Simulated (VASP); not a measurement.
Input of a VASP 6.6.1 run:

File INCAR:

```
PREC = Accurate
ENCUT = 600
EDIFF = 1E-6
ISMEAR = 0
SIGMA = 0.1
LREAL = F
LASPH = T
NELM = 100
ALGO = Normal
ISIF = 3
LWAVE = F
LCHARG = F
GGA = PE
IVDW = 12
IBRION = 2
NSW = 100
EDIFFG = -0.002
```

The input KPOINTS:

```
Automatic mesh
0
Gamma
  18 18 18
```

POSCAR

```
Li
1.0
   -1.6605382390      1.6605382390      1.6605382390
    1.6605382390     -1.6605382390      1.6605382390
    1.6605382390      1.6605382390     -1.6605382390
Li
1
Direct
    0.0000000000      0.0000000000      0.0000000000
```

Potentials or basis: VASP PAW PBE potentials, release 64 (Li_sv).

Run with:

```console
$ cat potpaw_PBE.64/Li_sv/POTCAR > POTCAR
$ mpirun -np 1 vasp_std > vasp.out
```

(1) Predict the space group after relaxing (to 0.05 Å).

(2) What does it give for the band gap on the k mesh?

(3) Predict the relaxed volume.

(4) Predict the relaxed cell.

## Answers

(1) Im-3m (No. 229).

(2) none (metal or under the smearing width).

(3) 18.17 Å³/atom.

(4) a = 2.868 Å, b = 2.868 Å, c = 2.868 Å, α = 109.47°, β = 109.47°, γ = 109.47°.

Caveat: the cutoff is under 1.25 times the usual one of these potentials, so pressure, stress and relaxed cells hold a basis-set (Pulay) error; pairwise dispersion overbinds metals, which lowers pressure and volume.
